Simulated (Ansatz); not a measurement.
# Ni (hcp): energy against volume

The calculation used DFT, RPBE, plane waves (420 eV) with PAW, scalar-relativistic in Ansatz 0.2.0. The PAW files were generated under PBE, with cores re-solved for the functional.

The cell is scaled uniformly from the relaxed one, with fractional coordinates and shape fixed. Energies are extrapolated to zero smearing, pressures are those at the given smearing. Magnetic state: ferromagnetic.

A Birch-Murnaghan fit gives V₀ = 11.25 Å³/atom, B₀ = 176 GPa, B₀′ = 4.8.

(1) What are the energy above the minimum and the pressure at 9.910 Å³/atom?

(2) What are the energy above the minimum and the pressure at 11.712 Å³/atom?

(3) What are the energy above the minimum and the pressure at 12.613 Å³/atom?

## Answers

(1) 111.4 meV/atom and 30.55 GPa as computed.

(2) 9.8 meV/atom and -6.38 GPa as computed.

(3) 73.0 meV/atom and -15.21 GPa as computed.
